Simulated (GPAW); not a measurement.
Input of a GPAW 26.7.0 run:

Contents of run.py:

```python
from ase.eos import EquationOfState
from ase.io import Trajectory
from ase.spacegroup import crystal
from ase.units import GPa
from gpaw import GPAW, PW, setup_paths

setup_paths.insert(0, '.')

# Sr 4b
# O 4a
atoms = crystal(['Sr', 'O'],
                basis=[[0.5, 0.0, 0.0],
                       [0.0, 0.0, 0.0]],
                spacegroup=225, setting=1,  # Fm-3m
                cellpar=[5.1326, 5.1326, 5.1326, 90.0, 90.0, 90.0],
                primitive_cell=True)

traj = Trajectory('eos.traj', 'w')
volumes, energies = [], []
for x in [0.94, 0.96, 0.98, 1.0, 1.02, 1.04, 1.06]:
    a = atoms.copy()
    a.set_cell(atoms.cell * x**(1 / 3), scale_atoms=True)
    calc = GPAW(mode=PW(800),
                xc='GGA_X_B88+GGA_C_P86',
                kpts={'size': (7, 7, 7), 'gamma': True},
                occupations={'name': 'fermi-dirac', 'width': 0.05},
                nbands=16,
                convergence={'density': 1e-05, 'energy': 1e-05},
                maxiter=150,
                txt=f'eos-{x:.2f}.txt')
    a.calc = calc
    energies.append(a.get_potential_energy(force_consistent=True))
    volumes.append(a.get_volume())
    p = -a.get_stress()[:3].mean() / GPa
    calc.write(f'eos-{x:.2f}.gpw')
    traj.write(a)
    print(f'{x:.2f} {volumes[-1]:10.4f} A^3 {energies[-1]:14.6f} eV {p:9.3f} GPa', flush=True)

v0, e0, B = EquationOfState(volumes, energies, eos='birchmurnaghan').fit()
print(f'V0 = {v0:.4f} A^3, E0 = {e0:.6f} eV, B0 = {B / GPa:.2f} GPa')
```

Potentials or basis: PAW data sets generated in the run's folder for this functional, pw.

Launch:

```sh
$ gpaw-setup -f GGA_X_B88+GGA_C_P86 O Sr
$ OMP_NUM_THREADS=1 python run.py
```

Task: Estimate the pressure derivative of the bulk modulus.

Result: 4.7.

Task: Predict the bulk modulus.

Result: 85 GPa.

Task: Estimate the equilibrium volume.

Result: 17.58 Å³/atom.

Energy against volume, from the lowest point:
| volume (Å³/atom) | energy (meV/atom) |
| --- | --- |
| 15.887 | 52.24 |
| 16.225 | 32.15 |
| 16.563 | 17.44 |
| 16.901 | 7.48 |
| 17.239 | 1.81 |
| 17.577 | 0.00 |
| 17.915 | 1.62 |

Zero-point motion and thermal expansion aren't in these numbers.
